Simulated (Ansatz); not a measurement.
# Ir (omega type): the cost of one run

Computed with Ansatz 0.2.0 (DFT PBE, with the methods named in each step, unless a step's input says otherwise).

## 1. The starting structure

Symmetry: P6/mmm, No. 191, hexagonal system. Conventional cell: a = 4.328 Å, b = 4.328 Å, c = 2.683 Å, α = 90.00°, β = 90.00°, γ = 120.00°. Ir (site symmetry 6/mmm) has 14 Ir at 2.68 to 2.84 Å as nearest neighbours. Ir (site symmetry -6m2) is surrounded by 11 Ir at 2.50 to 2.84 Å.

Coordinates:

```
Ir
1.0
     4.32772    0.00000    0.00000
    -2.16386    3.74791    0.00000
     0.00000    0.00000    2.68318
Ir
3
Direct
  0.00000 0.00000 0.00000
  0.33333 0.66667 0.50000
  0.66667 0.33333 0.50000
```

Whether this phase is the stable one at these pressures isn't tested.

Atoms are numbered in the order of the input: Ir1, Ir2, Ir3.

## 2. Cell relaxed at zero pressure, PAW

input.yaml

```yaml
crystal:
  lattice:
    - [4.3277169476, 0.0, 0.0]
    - [-2.1638584738, 3.747912817, 0.0]
    - [0.0, 0.0, 2.6831845075]
  atoms:
    - { symbol: Ir, position: [0.0, 0.0, 0.0] }
    - { symbol: Ir, position: [0.3333333333, 0.6666666667, 0.5] }
    - { symbol: Ir, position: [0.6666666667, 0.3333333333, 0.5] }
kpoints:
  mp_grid: { grid: [8, 8, 11] }
scf:
  occupations: { method: fermi_dirac, width: 0.08 }
hamiltonian:
  xc: pbe
  pseudopotentials: { kind: paw }
output:
  forces: true
  stress: true
relax:
  f_tol: 0.005
  max_steps: 40
  cell: {}
```

Launch:

```console
ansatz run input.yaml --threads 1 --pin off --max-ram 3072MiB --backend cpu --events-out ev --progress --plain --runs-dir out
```

**Question.** How long does this run take on 1 thread of Arm Neoverse V2, shared host, and how much memory does it need?

About 24 s, with a peak of 0.34 GiB.
